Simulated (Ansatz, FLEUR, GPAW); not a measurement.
**Al2Au: 4 runs at one level of theory**

```
Au Al
1.0
     0.00000    3.00000    3.00000
     3.00000    0.00000    3.00000
     3.00000    3.00000    0.00000
Au Al
1 2
Cartesian
  0.0000 0.0000 0.0000
  4.5000 4.5000 4.5000
  1.5000 1.5000 1.5000
```

Alike in all runs: task equation of state; functional LDA; k mesh 8 × 8 × 8; occupations fermi-dirac, width 0.05 eV; no spin polarisation; no spin-orbit coupling. LDA stands for any of its common fits.

```
                                                    program and potentials  plane-wave cutoff (eV)                                                 notes  equilibrium volume (Å³/atom)  bulk modulus (GPa)
                                                        Ansatz, Ansatz PAW                     420  potentials made for PBE, which Ansatz adapts in part                         17.59               120.7
                                                FLEUR, all-electron, FLAPW                       -                                                     -                         17.58               120.7
GPAW, the program's PAW data sets (release 1.2.1) made for this functional                     600                                                     -                         17.65               120.8
                            Ansatz, all-electron LAPW, scalar-relativistic                       -                                                     -                         17.59               120.5
```

The equilibrium volume spans 17.58 (FLEUR, all-electron, FLAPW) to 17.65 Å³/atom (GPAW, the program's PAW data sets (release 1.2.1) made for this functional), with all-electron results at 17.58 to 17.59. The bulk modulus spans 120.5 (Ansatz, all-electron LAPW, scalar-relativistic) to 120.8 GPa (GPAW, the program's PAW data sets (release 1.2.1) made for this functional), with all-electron results at 120.5 to 120.7. For a metal such a mesh isn't converged, which the comparison doesn't need.

Differences between rows come from potentials, basis sets and numerical settings, since the functional is the same but for its coding. Runs on potential files found faulty are left out.
